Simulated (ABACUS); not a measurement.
NbP:

```xyz
4
Lattice="-1.6749 1.6749 5.7401 1.6749 -1.6749 5.7401 1.6749 1.6749 -5.7401" Properties=species:S:1:pos:R:3 pbc="T T T"
Nb    1.6749    0.0000    2.8687
Nb    0.0000    0.0000    5.7387
P     0.0000    1.6749    3.8200
P     0.0000    0.0000    0.9500
```

The cell is a database's computed one.

```yaml
Program: ABACUS 3.10.1
Task: single point
Functional: PBE
Potentials_or_basis: PseudoDojo NC SR 0.4.1 PBE standard
Cutoff: 1361 eV
Density_cutoff: 5442 eV
Basis: DZP LCAO (the cutoffs set its grid)
k_mesh: 11 × 11 × 11
Occupations: fermi-dirac, width 0.05 eV
Spin: no spin polarisation
```

On this cell: pressure 0.1 GPa; largest force 0.020 eV/Å; band gap on the k mesh none (metal or under the smearing width).

The same run follows on a disturbed copy (atoms moved at random, drawn with an rms of 0.05 Å):

```
CELL_PARAMETERS angstrom
-1.67492 1.67492 5.74011
1.67492 -1.67492 5.74011
1.67492 1.67492 -5.74011
ATOMIC_POSITIONS crystal
Nb 0.25356 0.73558 0.47828
Nb 0.49819 0.49312 0.98852
P 0.84694 0.31408 0.49538
P 0.06652 0.07829 0.98995
```

Q: What does the disturbed cell give?

A: The energy (extrapolated to zero smearing) moves by +28.6 meV/atom; pressure 0.7 GPa; largest force 1.307 eV/Å; band gap on the k mesh none (metal or under the smearing width).

Forces on the atoms (eV/Å):
```
Nb   0.290  0.417 -1.138
Nb   0.149 -0.032 -0.285
P    0.046 -0.724  0.259
P   -0.486  0.340  1.165
```

Stress tensor (GPa, compression positive):
```
 1.46 -0.04  0.08
-0.04  2.66  0.22
 0.08  0.22 -1.98
```

Caveats: the atomic orbitals were generated for these runs and aren't a published set; the basis of atomic orbitals isn't converged, which shifts pressures, moduli and gaps.
